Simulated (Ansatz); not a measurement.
This cell of InN (zinc blende) is off equilibrium:

```
InN
1.0
    0.00000     4.99990     4.99990
    2.49995     2.49995     4.99990
    2.49995     2.49995     0.00000
N In
2 2
Direct
  0.00000   0.77000   0.73000
  0.50000   0.73000   0.77000
  0.00000   0.00000   0.00000
  0.50000   0.00000   0.00000
```

Method: r2SCAN (plane waves to 500 eV, PAW, scalar-relativistic; Ansatz, a quantum-chemistry and plane-wave program). k mesh 11×11×11 (Γ-centred), Fermi-Dirac smearing 0.05 eV. Compression counts positive. With partly filled bands, energies and forces of such displacements shift with the k mesh and the smearing. At this level the bands of InN touch or barely overlap; measurements give the solid a gap. InN was relaxed with its symmetry unable to fall. The PAW data are Ansatz's earlier set.

Question: Predict the force on every atom, in eV/Å.

Answer: 
```csv
atom,Fx,Fy,Fz
N1,0.000,0.000,-1.696
N2,0.000,0.000,1.696
In3,0.000,0.000,0.000
In4,0.000,0.000,0.000
```

Question: Give the stress tensor in GPa and the pressure.

Answer: 
```
    1.4      0.0      0.0
    0.0      1.4      0.0
    0.0      0.0     -0.1
```
The pressure, a third of the trace, is 0.9 GPa.

(For displaced atoms, the force is minus the slope of the energy, and its curvature is a force constant, which sets phonon frequencies.)
